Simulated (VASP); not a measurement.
# KF in VASP: one cell, several levels of theory

What does VASP give for KF in the rocksalt structure, under -1.5 % biaxial strain in x and y, free along z, the cell held fixed? Runs: PBE, r2SCAN. The results are then set beside those of Ansatz 0.2.0 for the same cell.

Code: VASP 6.6.1. PAW datasets, plane waves. Spin-unpolarised throughout; all numbers are computed.

### Step 1. The structure to begin with

The cell comes from an earlier relaxation with r2SCAN in another program, then strained, with the atoms relaxed again.

Space group I4/mmm (No. 139), tetragonal; a = 3.703 Å, c = 5.349 Å in the conventional setting, 18.33 Å³ an atom. Around K lie 6 F at 2.62–2.67 Å; around F lie 6 K at 2.62–2.67 Å.

The structure in full:

```cif
data_structure
_symmetry_space_group_name_H-M 'P 1'
_symmetry_Int_Tables_number 1
_cell_length_a 3.7427
_cell_length_b 3.7427
_cell_length_c 3.7028
_cell_angle_alpha 60.352
_cell_angle_beta 60.352
_cell_angle_gamma 59.297
_cell_volume 36.67
loop_
_atom_site_label
_atom_site_type_symbol
_atom_site_fract_x
_atom_site_fract_y
_atom_site_fract_z
_atom_site_occupancy
K1 K 0.00000 0.00000 0.00000 1
F1 F 0.50000 0.50000 0.50000 1
```

### Step 2. Single point with PBE

Contents of INCAR:

```
ENCUT = 520.000000
SIGMA = 0.020000
EDIFF = 1.00e-07
GGA = PE
PREC = Accurate
IBRION = -1
ISIF = 2
ISMEAR = -1
NBANDS = 15
NELM = 120
NSW = 0
LASPH = .TRUE.
LCHARG = .FALSE.
LWAVE = .FALSE.
LREAL = .FALSE.
```

Contents of KPOINTS:

```
KPOINTS created by Atomic Simulation Environment
0
Gamma
8 8 8
0 0 0
```

Contents of KPOINTS_OPT:

```
special points
6
Reciprocal
0.0000000000 0.0000000000 0.0000000000 1
0.5000000000 0.0000000000 0.5000000000 1
0.6250000000 0.2500000000 0.6250000000 1
0.3750000000 0.3750000000 0.7500000000 1
0.5000000000 0.5000000000 0.5000000000 1
0.5000000000 0.2500000000 0.7500000000 1
```

Contents of POSCAR:

```
K  F
 1.0000000000000000
     0.0000000000000000    2.6182784824000001    2.6743553062999998
     2.6182784824000001    0.0000000000000000    2.6743553062999998
     2.6182784824000001    2.6182784824000001    0.0000000000000000
 K   F
   1   1
Cartesian
  0.0000000000000000  0.0000000000000000  0.0000000000000000
  2.6182784824000001  2.6182784824000001  2.6743553062999994
```

Potentials: the recommended PBE PAW datasets, 16 valence electrons in the neutral cell.

Started as:

```console
> mpirun -np 1 vasp_std
```

Standard output, without the iteration lines:

```text
POSCAR found type information on POSCAR K F
 POSCAR found :  2 types and       2 ions
 LDA part: xc-table for (Slater+PW92), standard interpolation
 POSCAR, INCAR and KPOINTS ok, starting setup
 FFT: planning ... GRIDC
 FFT: planning ... GRID_SOFT
 FFT: planning ... GRID
 WAVECAR not read
 entering main loop
 Start KPOINTS_OPT (optional k-point list driver)
k-point batch [1-6\6]
```

OSZICAR:

```text
N       E                     dE             d eps       ncg     rms          rms(c)
DAV:   1     0.111150639354E+03    0.11115E+03   -0.83342E+03  1778   0.105E+03
DAV:   2    -0.518707974304E+01   -0.11634E+03   -0.10777E+03  2314   0.286E+02
DAV:   3    -0.940504118598E+01   -0.42180E+01   -0.42021E+01  2354   0.486E+01
DAV:   4    -0.951916590761E+01   -0.11412E+00   -0.11411E+00  2362   0.755E+00
DAV:   5    -0.952016141068E+01   -0.99550E-03   -0.99550E-03  2433   0.653E-01    0.640E+00
DAV:   6    -0.829353720123E+01    0.12266E+01   -0.34362E+00  1861   0.152E+01    0.427E+00
DAV:   7    -0.826680509974E+01    0.26732E-01   -0.66870E-02  2232   0.225E+00    0.241E+00
DAV:   8    -0.826351661361E+01    0.32885E-02   -0.48929E-02  1910   0.221E+00    0.192E-01
DAV:   9    -0.826501654144E+01   -0.14999E-02   -0.39016E-03  2295   0.518E-01    0.124E-01
DAV:  10    -0.826555568095E+01   -0.53914E-03   -0.47073E-04  1861   0.192E-01    0.581E-02
DAV:  11    -0.826567272457E+01   -0.11704E-03   -0.12290E-04  1847   0.950E-02    0.203E-02
DAV:  12    -0.826567054672E+01    0.21779E-05   -0.13969E-05  2255   0.381E-02    0.430E-03
DAV:  13    -0.826567064741E+01   -0.10070E-06   -0.21485E-06  1917   0.134E-02    0.234E-03
DAV:  14    -0.826567064708E+01    0.33583E-09   -0.62022E-08  1878   0.237E-03
   1 F= -.82656706E+01 E0= -.82656706E+01  d E =-.385719E-11
       N       E                     dE             ncg
DAV:   1     0.119163151490E+04   -0.37836E+04      180
DAV:   2     0.566120678294E+03   -0.62551E+03      229
DAV:   3     0.542646989545E+03   -0.23474E+02      236
DAV:   4     0.541966988532E+03   -0.68000E+00      247
DAV:   5     0.541955319537E+03   -0.11669E-01      216
DAV:   6     0.541954999853E+03   -0.31968E-03      254
DAV:   7     0.541954983809E+03   -0.16044E-04      206
DAV:   8     0.541954982965E+03   -0.84368E-06      154
DAV:   9     0.541954982917E+03   -0.47644E-07      182
```

The lines after F= are the extra pass for the points of KPOINTS_OPT, at fixed density; their E is not a total energy.

From OUTCAR:

```text
k-points           NKPTS =     59   k-points in BZ     NKDIM =     59   number of bands    NBANDS=     15

   NELECT =      16.0000    total number of electrons

   dimension x,y,z NGX =    28 NGY =   28 NGZ =   28
   dimension x,y,z NGXF=    56 NGYF=   56 NGZF=   56

  energy-cutoff  :      520.00
  volume of cell :       36.67
      direct lattice vectors                 reciprocal lattice vectors
     0.000000000  2.618278482  2.674355306    -0.190965172  0.190965172  0.186960947
     2.618278482  0.000000000  2.674355306     0.190965172 -0.190965172  0.186960947
     2.618278482  2.618278482  0.000000000     0.190965172  0.190965172 -0.186960947

 k-points in reciprocal lattice and weights: KPOINTS created by Atomic Simulation Env
   0.00000000  0.00000000  0.00000000       0.002
   0.12500000  0.00000000  0.00000000       0.016
   0.25000000  0.00000000  0.00000000       0.016
   0.37500000  0.00000000  0.00000000       0.016
   0.50000000  0.00000000  0.00000000       0.008
   0.12500000  0.12500000  0.00000000       0.004
   0.25000000  0.12500000  0.00000000       0.016
   0.37500000  0.12500000  0.00000000       0.016
[... 51 more k-points ...]

 E-fermi :  -2.2330

 k-point     1 :       0.0000    0.0000    0.0000
  band No.  band energies     occupation
      1     -28.7242      2.00000
      2     -21.3728      2.00000
      3     -11.9471      2.00000
      4     -11.9421      2.00000
      5     -11.9421      2.00000
      6      -2.7181      2.00000
      7      -2.6825      2.00000
      8      -2.6825      2.00000
      9       3.6804      0.00000
     10       8.0114      0.00000
     11       8.1380      0.00000
     12       8.1380      0.00000
     13       9.7180      0.00000
     14       9.9264      0.00000
     15      14.5121      0.00000

 k-point     2 :       0.1250    0.0000    0.0000
  band No.  band energies     occupation
      1     -28.7077      2.00000
      2     -21.3890      2.00000
      3     -11.9883      2.00000
      4     -11.9525      2.00000
      5     -11.9460      2.00000
      6      -2.8444      2.00000
      7      -2.7604      2.00000
      8      -2.7429      2.00000
      9       4.1279      0.00000
     10       7.8432      0.00000
     11       8.2780      0.00000
     12       8.3547      0.00000
     13       9.8758      0.00000
     14      10.0819      0.00000
     15      15.2895      0.00000

 k-point     3 :       0.2500    0.0000    0.0000
  band No.  band energies     occupation
      1     -28.6675      2.00000
      2     -21.4281      2.00000
      3     -12.0937      2.00000
      4     -11.9703      2.00000
      5     -11.9552      2.00000
      6      -3.1568      2.00000
      7      -2.8945      2.00000
      8      -2.8852      2.00000
      9       5.2334      0.00000
     10       7.5218      0.00000
     11       8.8166      0.00000
     12       8.8990      0.00000
     13      10.3662      0.00000
     14      10.5490      0.00000
     15      16.3553      0.00000

 k-point     4 :       0.3750    0.0000    0.0000
  band No.  band energies     occupation
      1     -28.6266      2.00000
      2     -21.4678      2.00000
      3     -12.1977      2.00000
      4     -11.9878      2.00000
      5     -11.9641      2.00000
      6      -3.4287      2.00000
      7      -3.0230      2.00000
      8      -3.0224      2.00000
      9       6.2751      0.00000
     10       7.7218      0.00000
     11       9.3215      0.00000
     12       9.4339      0.00000
     13      11.2216      0.00000
     14      11.3293      0.00000
     15      14.9062      0.00000

 k-point     5 :       0.5000    0.0000    0.0000
  band No.  band energies     occupation
      1     -28.6095      2.00000
      2     -21.4844      2.00000
      3     -12.2403      2.00000
      4     -11.9949      2.00000
      5     -11.9678      2.00000
      6      -3.5326      2.00000
      7      -3.0789      2.00000
      8      -3.0742      2.00000
      9       6.5380      0.00000
     10       8.2103      0.00000
     11       9.5036      0.00000
     12       9.6355      0.00000
     13      11.8465      0.00000
     14      11.8930      0.00000
     15      13.8993      0.00000

 k-point     6 :       0.1250    0.1250    0.0000
  band No.  band energies     occupation
      1     -28.7038      2.00000
      2     -21.3887      2.00000
      3     -11.9767      2.00000
      4     -11.9749      2.00000
      5     -11.9749      2.00000
      6      -2.9596      2.00000
      7      -2.6986      2.00000
      8      -2.6985      2.00000
      9       4.2502      0.00000
     10       7.4824      0.00000
     11       8.5493      0.00000
     12       8.5493      0.00000
     13       9.8811      0.00000
     14      10.0790      0.00000
     15      15.5099      0.00000

 k-point     7 :       0.2500    0.1250    0.0000
  band No.  band energies     occupation
      1     -28.6729      2.00000
      2     -21.4124      2.00000
      3     -12.0759      2.00000
      4     -12.0020      2.00000
      5     -11.9907      2.00000
      6      -3.1494      2.00000
      7      -2.7993      2.00000
      8      -2.7666      2.00000
      9       5.0946      0.00000
     10       7.1382      0.00000
     11       8.9648      0.00000
     12       9.0767      0.00000
     13      10.1398      0.00000
     14      10.4132      0.00000
     15      16.6419      0.00000

 k-point     8 :       0.3750    0.1250    0.0000
  band No.  band energies     occupation
      1     -28.6328      2.00000
      2     -21.4469      2.00000
      3     -12.1925      2.00000
      4     -12.0246      2.00000
      5     -12.0114      2.00000
      6      -3.3104      2.00000
      7      -2.9700      2.00000
      8      -2.9032      2.00000
      9       6.1998      0.00000
     10       7.2055      0.00000
     11       9.2784      0.00000
     12       9.5966      0.00000
     13      10.8407      0.00000
     14      11.1615      0.00000
     15      15.2100      0.00000

[... the tables of k-points 9 to 59 left out ...]

  Total        0.8115445      0.8115445      0.4667406      0.0000000      0.0000000      0.0000000
  in kB       35.4602789     35.4602789     20.3941386      0.0000000      0.0000000      0.0000000
  external PRESSURE =      30.4382322 kB  Pullay stress =       0.0000000 kB

 POSITION                                       TOTAL-FORCE (eV/Angst)
 -----------------------------------------------------------------------------------
      0.00000      0.00000      0.00000        -0.000000     -0.000000      0.000000
      2.61828      2.61828      2.67436         0.000000      0.000000      0.000000
 -----------------------------------------------------------------------------------
    total drift:                                0.000000      0.000000      0.000000

  FREE ENERGIE OF THE ION-ELECTRON SYSTEM (eV)
  ---------------------------------------------------
  free  energy   TOTEN  =        -8.2656706471 eV

  energy  without entropy=       -8.2656706471  energy(sigma->0) =       -8.26567065
```

The levels at the points of KPOINTS_OPT are read from vasprun.xml.

Near the gap, in eV above the top of the last filled band v; c is the band after it:

| point | v−1 | v | c | c+1 |
| --- | --- | --- | --- | --- |
| Γ | 0.00 | 0.00 | 6.36 | 10.69 |
| X | -0.09 | -0.05 | 8.20 | 10.52 |
| U | -0.22 | -0.17 | 9.00 | 10.96 |
| K | -0.23 | -0.21 | 9.09 | 10.86 |
| L | -0.40 | -0.39 | 9.22 | 10.89 |
| W | -0.20 | -0.15 | 9.82 | 9.93 |

Gap with PBE: 6.36 eV, direct (Γ). Pressure: 3.04 GPa; the forces vanish within 0.01 eV/Å.

(Part 1 of 2 ends here.)
